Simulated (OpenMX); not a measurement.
The system is Sn.

```xyz
1
Lattice="-2.0292 2.0292 1.6608 2.0292 -2.0292 1.6608 2.0292 2.0292 -1.6608" Properties=species:S:1:pos:R:3 pbc="T T T"
Sn    0.0000    0.0000    0.0000
```

This isn't the form of Sn at room conditions, which is tetragonal (white tin).

Base run:

```yaml
Program: OpenMX 3.8.5
Functional: PBE
Potentials_or_basis: OpenMX 2013 PBE set, Sn7.0-s3p2d2, grid cutoff 500 Ry
k_mesh: 11 × 11 × 11
Occupations: fermi-dirac, width 0.05 eV
Spin: no spin polarisation
```

Its results: band gap on the k mesh none (metal or under the smearing width); pressure -12.2 GPa.

Question: The run is repeated on the same cell with these changes: k mesh from 11 × 11 × 11 to 7 × 7 × 7. What comes out?

Answer: Band gap on the k mesh none (metal or under the smearing width); pressure -10.8 GPa.

Caveats: the basis of atomic orbitals isn't converged, which shifts pressures, moduli and gaps.
